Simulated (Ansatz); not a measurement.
SF6 on a (110) slab of Si (Fd-3m (No. 227)), 4 planes, outer planes Si (top) and Si (bottom), 1 a cell of 41.6 Å², relaxed and still whole (its atoms last):

```
Si S F
1.0
     7.66719    0.00000    0.00000
     0.00000    5.42152    0.00000
     0.00000    0.00000   26.91039
Si S F
16 1 6
Cartesian
  1.9168 0.0000 8.0000
  5.7504 0.0000 8.0000
  3.8336 1.3554 8.0000
  0.0000 1.3554 8.0000
  3.8336 2.7108 9.9168
  0.0000 2.7108 9.9168
  5.7504 4.0661 9.9168
  1.9168 4.0661 9.9168
  5.6176 0.0715 11.7933
  2.0496 0.0718 11.7932
  -0.0002 1.1238 11.7229
  3.8336 1.5886 11.9596
  0.0005 2.9275 13.0959
  3.8344 2.4436 14.1802
  2.0964 3.8148 13.3507
  5.5725 3.8156 13.3517
  -0.0295 5.8336 16.9595
  -0.0992 5.5526 18.5276
  0.0400 6.1150 15.3789
  1.2761 6.7286 17.1710
  -1.3360 4.9368 16.7367
  -0.9486 7.1271 17.1435
  0.8899 4.5384 16.7637
```

All numbers below come from DFT PBE+D3(BJ), scalar-relativistic, plane waves, PAW (Ansatz 0.2.0). Settings: cutoff 420 eV, Γ-centred mesh 2×3×1 on the computed 23-atom cell, Gaussian smearing of 0.05 eV; no spin polarisation. The cell repeats along c with a dipole correction in the vacuum.

It binds with 0.54 eV a molecule against the clean slab and the free molecule (no zero-point or thermal terms); its shortest contact is F–Si 3.19 Å. Take first-order desorption with no barrier to adsorption, no reaction on the face and an assumed prefactor of 10^13 s⁻¹.

Task: How long does a molecule stay at 300 K?

Result: τ = ν⁻¹·exp(E/k_BT) with k_BT = 0.0259 eV: E/k_BT = 20.9, so τ ≈ 1×10^-4 s. At about one hit a site a second (10⁻⁶ mbar) the coverage is near τ × 1 s⁻¹, so a layer needs roughly 8×10^-3 mbar.

Task: Where does its peak lie in a desorption experiment heated at 2 K/s?

Result: The peak obeys E/(k_B·T_p²) = (ν/β)·exp(−E/k_BT_p). Solving gives T_p ≈ 201 K (E/k_BT_p = 31.1). An error of 0.1 eV in E moves it by about 37 K, and larger molecules have larger prefactors, which lowers it.

Task: Is this physisorption or chemisorption?

Result: The tightest contact, F–Si 3.19 Å, is 1.90 times the sum of covalent radii, and deformation and lateral interaction add up to -0.29 eV; under 0.01 e cross the plane between them. This is physisorption.

The clean reference is an ideal cut relaxed in this small cell. Real faces with dangling bonds reconstruct or are passivated, and a lower clean face would weaken the binding, shorten τ and lower T_p.

An atom lies near a switch of its D3 coefficient C6 between reference coordination numbers, so the dispersion energy changes steeply there and can make or shift the minimum.